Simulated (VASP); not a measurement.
## CdS (strained rocksalt), PBE single-point calculation: Ansatz's output and VASP's

```xyz
2
Lattice="0.0000 2.8699 2.8699 2.8699 0.0000 2.8699 2.8699 2.8699 0.0000" Properties=species:S:1:pos:R:3 pbc="T T T"
Cd    0.0000    0.0000    0.0000
S     2.8699    2.8699    2.8699
```

Ansatz printed

```
SCF 1 converged in 6 iterations: F = -9157.416496 eV  dr2 = 1.11e-8
  greatest PAW one-centre occupation: 1.000 electrons in one spin orbital (limit 2), on the Cd atom at site 0 (counted from 0), in its partial waves of l = 0
NSCF: frozen V_eff on 8 k-points
SCF converged after 6 iterations
Free energy (F): -9157.416496 eV
Harris-Foulkes:  -9157.416496 eV  (|F-HF|=7.62e-9)
Internal energy: -9157.416453 eV  (E = F + TS)
E sigma→0 (E₀):  -9157.416475 eV
Entropy (-TS):   -0.000042 eV (-0.021 meV/atom)
Fermi energy:    7.630264 eV
--- Per-component energies (eV) ---
  E_band       = -490.402033
  E_kinetic    = 607.967097
  E_local      = -3764.763779  (includes V_loc(G=0)·N_el)
  E_nonlocal   = 63.084997
  E_hartree    = 1728.492674
  E_xc         = -271.798171
  E_vxc        = -306.296253  (∫ρ·V_xc dr)
  E_paw        = -4684.886987  (= ΣΔE_a)
  E_vpaw       = -547.376566  (= ΣTr[D̂ρ^β])
  E_aug_tail   = 0.000015  (compensation charges beyond the density's cutoff)
  E_ewald      = -2835.512300
  E_smearing   = -0.000042  (= −TS)
  E_closure    = -0.000000  (closes the sum)
  Σ components = -9157.416496   (vs F -9157.416496, Δ=0.00e0)
--- Forces (eV/Å), atoms counted from 1 ---
  atom   1  Cd    -0.00000000     0.00000000     0.00000000
  atom   2  S      0.00000000    -0.00000000    -0.00000000
  max |Σ_I F_I| component: 6.84e-30 eV/Å
--- Stress (GPa, compression-positive) ---
       -6.912077       0.000000       0.000000
       -0.000000      -6.912077       0.000000
        0.000000      -0.000000      -6.912077
  P = ⅓ Tr σ = -6.9121 GPa (-69.121 kbar)
--- Band table (eV; the first three rows and the last of 29) ---
  k-point 0: bands = ["-93.9687", "-55.0403", "-55.0403", "-55.0403", "-4.4182", "0.0833", "0.0833", "0.0833", "0.0861", "0.0861", "7.0013", "7.0013", "7.0013", "7.8300", "16.6145", "16.6145", "16.6145"]
  k-point 1: bands = ["-93.9687", "-55.0403", "-55.0403", "-55.0403", "-4.3182", "0.0572", "0.0572", "0.0763", "0.1028", "0.1028", "5.8419", "7.0647", "7.0647", "9.0126", "15.3759", "16.1226", "16.1226"]
  k-point 2: bands = ["-93.9687", "-55.0406", "-55.0403", "-55.0403", "-4.0558", "-0.0101", "-0.0101", "0.0507", "0.1492", "0.1492", "4.5549", "7.2272", "7.2272", "10.2903", "13.9897", "14.7659", "14.7659"]
  k-point 28: bands = ["-93.9687", "-55.0407", "-55.0407", "-55.0405", "-3.6584", "0.0096", "0.0985", "0.0985", "0.2592", "0.5789", "4.9722", "4.9722", "5.1032", "10.4234", "13.8930", "14.9004", "14.9004"]
```

The two codes use different PAW datasets and cutoffs. VASP's cell holds 18 valence electrons and Ansatz's 26. Ansatz's stress includes a Pulay correction; VASP's doesn't.

What does VASP give for the same cell and level of theory?

gap between bands v and c 0.19 eV; least direct gap 0.81 eV; pressure -6.7 GPa.

From OUTCAR

```
k-points           NKPTS =     29   k-points in BZ     NKDIM =     29   number of bands    NBANDS=     16

   NELECT =      18.0000    total number of electrons

   dimension x,y,z NGX =    30 NGY =   30 NGZ =   30
   dimension x,y,z NGXF=    60 NGYF=   60 NGZF=   60

  energy-cutoff  :      520.00
  volume of cell :       47.28
      direct lattice vectors                 reciprocal lattice vectors
     0.000000000  2.869932313  2.869932313    -0.174220137  0.174220137  0.174220137
     2.869932313  0.000000000  2.869932313     0.174220137 -0.174220137  0.174220137
     2.869932313  2.869932313  0.000000000     0.174220137  0.174220137 -0.174220137

 k-points in reciprocal lattice and weights: KPOINTS created by Atomic Simulation Env
   0.00000000  0.00000000  0.00000000       0.002
   0.12500000  0.00000000  0.00000000       0.016
   0.25000000  0.00000000  0.00000000       0.016
   0.37500000  0.00000000  0.00000000       0.016
   0.50000000  0.00000000  0.00000000       0.008
   0.12500000  0.12500000  0.00000000       0.012
   0.25000000  0.12500000  0.00000000       0.047
   0.37500000  0.12500000  0.00000000       0.047
   ...

 E-fermi :   1.7452

 k-point     1 :       0.0000    0.0000    0.0000
  band No.  band energies     occupation
      1     -10.3024      2.00000
      2      -5.7995      2.00000
      3      -5.7995      2.00000
      4      -5.7995      2.00000
      5      -5.7963      2.00000
      6      -5.7963      2.00000
      7       1.1306      2.00000
      8       1.1306      2.00000
      9       1.1306      2.00000
     10       1.9423      0.00010
     11      10.7795      0.00000
     12      10.7795      0.00000
     13      10.7795      0.00000
     14      12.1002      0.00000
     15      12.1002      0.00000
     16      12.1002      0.00000

 k-point     2 :       0.1250    0.0000    0.0000
  band No.  band energies     occupation
      1     -10.2023      2.00000
      2      -5.8252      2.00000
      3      -5.8252      2.00000
      4      -5.8065      2.00000
      5      -5.7799      2.00000
      6      -5.7799      2.00000
      7      -0.0361      2.00000
      8       1.1922      2.00000
      9       1.1922      2.00000
     10       3.1293      0.00000
     11       9.5293      0.00000
     12      10.2734      0.00000
     13      10.2734      0.00000
     14      11.5328      0.00000
     15      11.5328      0.00000
     16      12.0471      0.00000

 k-point     3 :       0.2500    0.0000    0.0000
  band No.  band energies     occupation
      1      -9.9396      2.00000
      2      -5.8925      2.00000
      3      -5.8925      2.00000
      4      -5.8320      2.00000
      5      -5.7334      2.00000
      6      -5.7334      2.00000
      7      -1.3267      2.00000
      8       1.3503      2.00000
      9       1.3503      2.00000
     10       4.4051      0.00000
     11       8.1326      0.00000
     12       8.9086      0.00000
     13       8.9086      0.00000
     14      11.9396      0.00000
     15      12.2311      0.00000
     16      12.2311      0.00000

 k-point     4 :       0.3750    0.0000    0.0000
  band No.  band energies     occupation
      1      -9.6377      2.00000
      2      -5.9579      2.00000
      3      -5.9579      2.00000
      4      -5.8786      2.00000
      5      -5.6863      2.00000
      6      -5.6863      2.00000
      7      -2.2380      2.00000
      8       1.5256      1.99997
      9       1.5256      1.99997
     10       5.0854      0.00000
     11       7.4050      0.00000
     12       7.9149      0.00000
     13       7.9149      0.00000
     14      12.5079      0.00000
     15      13.4594      0.00000
     16      13.4594      0.00000

 k-point     5 :       0.5000    0.0000    0.0000
  band No.  band energies     occupation
      1      -9.4971      2.00000
      2      -5.9845      2.00000
      3      -5.9845      2.00000
      4      -5.9084      2.00000
      5      -5.6665      2.00000
      6      -5.6665      2.00000
      7      -2.5697      2.00000
      8       1.6050      1.99819
      9       1.6050      1.99819
     10       5.1974      0.00000
     11       7.2673      0.00000
     12       7.5556      0.00000
     13       7.5556      0.00000
     14      13.2726      0.00000
     15      14.3775      0.00000
     16      14.3775      0.00000

 k-point     6 :       0.1250    0.1250    0.0000
  band No.  band energies     occupation
      1     -10.1743      2.00000
      2      -5.8524      2.00000
      3      -5.8136      2.00000
      4      -5.7858      2.00000
      5      -5.7794      2.00000
      6      -5.7794      2.00000
      7       0.0334      2.00000
      8       0.9760      2.00000
      9       0.9760      2.00000
     10       3.4941      0.00000
     11       9.2389      0.00000
     12       9.8293      0.00000
     13      10.3758      0.00000
     14      10.3758      0.00000
     15      13.3124      0.00000
     16      13.3124      0.00000

 ...

  Total       -1.9792795     -1.9792795     -1.9792795     -0.0000000     -0.0000000      0.0000000
  in kB      -67.0768643    -67.0768643    -67.0768643     -0.0000000     -0.0000000      0.0000000
  external PRESSURE =     -67.0768643 kB  Pullay stress =       0.0000000 kB

 POSITION                                       TOTAL-FORCE (eV/Angst)
 -----------------------------------------------------------------------------------
      0.00000      0.00000      0.00000        -0.000000      0.000000     -0.000000
      2.86993      2.86993      2.86993         0.000000     -0.000000      0.000000
 -----------------------------------------------------------------------------------
    total drift:                               -0.000000      0.000000      0.000000

  FREE ENERGIE OF THE ION-ELECTRON SYSTEM (eV)
  ---------------------------------------------------
  free  energy   TOTEN  =        -5.7458115051 eV

  energy  without entropy=       -5.7457606896  energy(sigma->0) =       -5.74578610
```
